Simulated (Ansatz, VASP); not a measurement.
Al2Au in VASP and in Ansatz

File INCAR:

```
ALGO = Normal
EDIFF = 1E-8
ENCUT = 520
ISIF = 2
ISMEAR = -1
LASPH = T
LCHARG = F
LEFG = T
LREAL = F
LWAVE = F
NBANDS = 16
NELM = 60
PREC = Accurate
SIGMA = 0.05
```

KPOINTS

```
k-points
0
Gamma
  11 11 11
```

File POSCAR:

```
Al2Au
1.0
    0.0000000000      3.0000000000      3.0000000000
    3.0000000000      0.0000000000      3.0000000000
    3.0000000000      3.0000000000      0.0000000000
Al Au
2 1
Direct
    0.2500000000      0.2500000000      0.2500000000
    0.7500000000      0.7500000000      0.7500000000
    0.0000000000      0.0000000000      0.0000000000
```

Input for Ansatz:

```yaml
crystal:
  lattice:
    - [0.0, 3.0, 3.0]
    - [3.0, 0.0, 3.0]
    - [3.0, 3.0, 0.0]
  atoms:
    - { symbol: Al, position: [0.25, 0.25, 0.25] }
    - { symbol: Al, position: [0.75, 0.75, 0.75] }
    - { symbol: Au, position: [0.0, 0.0, 0.0] }
kpoints:
  mp_grid: { grid: [11, 11, 11] }
  band_path:
    path:
      - [0.0, 0.0, 0.0]
      - [0.5, 0.0, 0.5]
      - [0.625, 0.25, 0.625]
      - [0.375, 0.375, 0.75]
      - [0.0, 0.0, 0.0]
      - [0.5, 0.5, 0.5]
      - [0.5, 0.25, 0.75]
      - [0.5, 0.0, 0.5]
    npoints: 14
scf:
  occupations: { method: fermi_dirac, width: 0.05 }
hamiltonian:
  xc: lda
  pseudopotentials: { kind: paw }
output:
  forces: true
  stress: true
  eigenvalues: true
  efg: { contact_densities: true }
  populations: true
  bader: true
  dos: { projected: true, de: 0.2, e_range: [-14, 8] }
  write_density: true
  write_potential: true
  elf: true
  volumetric_format: npy
```

Alike in both runs: task electric field gradients; functional LDA; k mesh 11 × 11 × 11; occupations fermi-dirac, width 0.05 eV; no spin polarisation.

```csv
,VASP,Ansatz
version,VASP 6.6.1,Ansatz 0.2.0
potentials or method,"VASP PAW LDA potentials, release 64 (Al, Au)","PAW with Ansatz's default frozen-core files, scalar-relativistic"
plane-wave cutoff (eV),520,420
valence electrons in the cell,17,25
```

```tsv
	VASP	Ansatz	Ansatz less VASP
pressure (GPa)	-2.3	-2.5	-0.20
Vzz of the field gradient on the site that differs most (V/Å²)	0.0	0.0	0.00
```

The two sets of potentials don't hold the same shells in valence. Ansatz warned: «gradients_without_spin_orbit».

Spin-orbit coupling is left out, which matters for the levels of Au.
